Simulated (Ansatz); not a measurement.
# Relaxation path: TiC (WC type)

DFT, PBE, PAW with Ansatz's default frozen-core files, scalar-relativistic (Ansatz 0.2.0); a Γ-centred 17×17×15 k mesh, Fermi–Dirac smearing of 0.1 eV, no spin polarisation. The run relaxes cell and atoms at a target pressure of 180 GPa.

Command: `ansatz run input.yaml --threads 1 --pin off --max-ram 3584MiB --backend cpu --events-out ev --progress --plain --runs-dir out` It took 26 s on 1 thread of AMD EPYC 7B13 (Zen 3), with other jobs on the host, peak memory 0.42 GiB.

```yaml
crystal:
  lattice:
    - [2.5597614175, 0.0, 0.0]
    - [-1.2798807088, 2.2168184152, 0.0]
    - [0.0, 0.0, 2.5085661892]
  atoms:
    - { symbol: Ti, position: [0.0, 0.0, 0.0] }
    - { symbol: C, position: [0.3333333333, 0.6666666667, 0.5] }
kpoints:
  mp_grid: { grid: [17, 17, 15] }
scf:
  occupations: { method: fermi_dirac, width: 0.1 }
hamiltonian:
  xc: pbe
  pseudopotentials: { kind: paw }
output:
  forces: true
  stress: true
  eigenvalues: true
  write_density: true
  write_potential: true
  elf: true
  volumetric_format: npy
relax:
  f_tol: 0.005
  max_steps: 40
  cell: { p_target: 180.0, stress_tol: 0.09 }
```

Each step lists its enthalpy F + pV a cell above the last geometry, the pressure, the cell vectors (Å), and Cartesian positions (Å) with forces (eV/Å).

The first step:

```
step 1  dH = 12.66 meV  P = 191.0 GPa
  cell 2.5598 0.0000 0.0000  -1.2799 2.2168 0.0000  0.0000 0.0000 2.5086
  Ti 0.0000 0.0000 0.0000   0.0000 0.0000 0.0000
  C 0.0000 1.4779 1.2543   0.0000 0.0000 0.0000
```

Problem. Where does the relaxation end, and by which steps?

Solution. After 5 geometries, with conventional a, b, c = 2.591, 2.591, 2.488 Å, at 7.232 Å³/atom (+1.62 % against the start) in space group P-6m2, with a shortest distance of 1.946 Å. The further steps:
```
step 2  dH = 1.26 meV  P = 181.0 GPa
  cell 2.5812 0.0000 0.0000  -1.2906 2.2354 0.0000  0.0000 0.0000 2.5012
  Ti 0.0000 0.0000 0.0000   0.0000 0.0000 0.0000
  C 0.0000 1.4902 1.2506   0.0000 0.0000 0.0000
step 3  dH = 0.06 meV  P = 179.5 GPa
  cell 2.5900 0.0000 0.0000  -1.2950 2.2430 0.0000  0.0000 0.0000 2.4911
  Ti 0.0000 0.0000 0.0000   0.0000 0.0000 0.0000
  C 0.0000 1.4954 1.2455   0.0000 0.0000 0.0000
step 4  dH = 0.01 meV  P = 179.9 GPa
  cell 2.5909 0.0000 0.0000  -1.2954 2.2438 0.0000  0.0000 0.0000 2.4886
  Ti 0.0000 0.0000 0.0000   0.0000 0.0000 0.0000
  C 0.0000 1.4958 1.2443   0.0000 0.0000 0.0000
step 5  dH = 0.00 meV  P = 180.0 GPa
  cell 2.5908 0.0000 0.0000  -1.2954 2.2437 0.0000  0.0000 0.0000 2.4884
  Ti 0.0000 0.0000 0.0000   0.0000 0.0000 0.0000
  C 0.0000 1.4958 1.2442   0.0000 0.0000 0.0000
step 6  dH = -0.72 meV  P = 180.1 GPa  (same geometry on a basis chosen anew; earlier energies don't compare to the last digit)
  cell 2.5908 0.0000 0.0000  -1.2954 2.2437 0.0000  0.0000 0.0000 2.4884
  Ti 0.0000 0.0000 0.0000   0.0000 0.0000 0.0000
  C 0.0000 1.4958 1.2442   0.0000 0.0000 0.0000
```
